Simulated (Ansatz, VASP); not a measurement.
# One calculation of Pb, two programs

File POSCAR:

```
Pb
1.0
    3.4800006906      0.0000000000      0.0000000000
   -1.7400003453      3.0137690032      0.0000000000
    0.0000000000      0.0000000000      5.5900000000
Pb
2
Direct
    0.3333333333      0.6666666667      0.2500000000
    0.6666666667      0.3333333333      0.7500000000
```

The input INCAR.step1:

```
SYSTEM = Pb
  ALGO = Normal
  EDIFF = 1E-4
  ENCUT = 520
  GGA = PE
  ISMEAR = 0
  LASPH = .True.
  LCHARG = .False.
  LREAL = .False.
  LWAVE = .True.
  NBANDS = 21
  NELM = 100
  PREC = Accurate
  SIGMA = 0.1
```

File INCAR.step2:

```
SYSTEM = Pb
  ALGO = Normal
  EDIFF = 1E-7
  ENCUT = 520
  ISIF = 2
  ISMEAR = 0
  ISTART = 1
  LASPH = .True.
  LCHARG = .False.
  LMIXTAU = .True.
  LREAL = .False.
  LWAVE = .False.
  METAGGA = R2SCAN
  NBANDS = 21
  NELM = 100
  PREC = Accurate
  SIGMA = 0.1
```

KPOINTS

```
k-points
0
Gamma
  6 6 4
  0 0 0
```

Input for Ansatz:

```yaml
crystal:
  lattice:
    - [3.4800006906, 0.0, 0.0]
    - [-1.7400003453, 3.0137690032, 0.0]
    - [0.0, 0.0, 5.59]
  atoms:
    - { symbol: Pb, position: [0.3333333333, 0.6666666667, 0.25] }
    - { symbol: Pb, position: [0.6666666667, 0.3333333333, 0.75] }
basis:
  ecutwfc: 500
kpoints:
  mp_grid: { grid: [6, 6, 4] }
hamiltonian:
  xc: r2scan
scf:
  occupations: { method: gaussian, width: 0.1 }
output:
  forces: true
  stress: true
  eigenvalues: true
```

This isn't the form of Pb at room conditions, which is fcc.

Alike in both runs: task single point; functional r2SCAN; k mesh 6 × 6 × 4; occupations gaussian, width 0.1 eV; no spin polarisation.

|  | VASP | Ansatz |
| --- | --- | --- |
| version | VASP 6.6.1 | Ansatz 0.2.0 |
| potentials or method | VASP PAW PBE potentials, release 64 (Pb_d) | scalar-relativistic, plane waves, PAW |
| plane-wave cutoff (eV) | 520 | 500 |
| valence electrons in the cell | 28 | 28 |

VASP gave:

```
gap on the k mesh at the Fermi level (eV)       : none
pressure (GPa)                                  : 3.3
largest component of the traceless stress (GPa) : 1.39
```

Question: Which values does Ansatz return?

Answer: gap on the k mesh at the Fermi level (eV): none; pressure (GPa): 3.3; largest component of the traceless stress (GPa): 1.41.

A gap of «none» marks a metal or a gap that the smearing closes. The functional is the same, so the differences come from potentials, cutoffs and numerics.

Caveats: the PAW data sets were made with another functional, which shifts forces and pressure a little (VASP). The runs have no spin-orbit coupling, so splittings on Pb are missing.
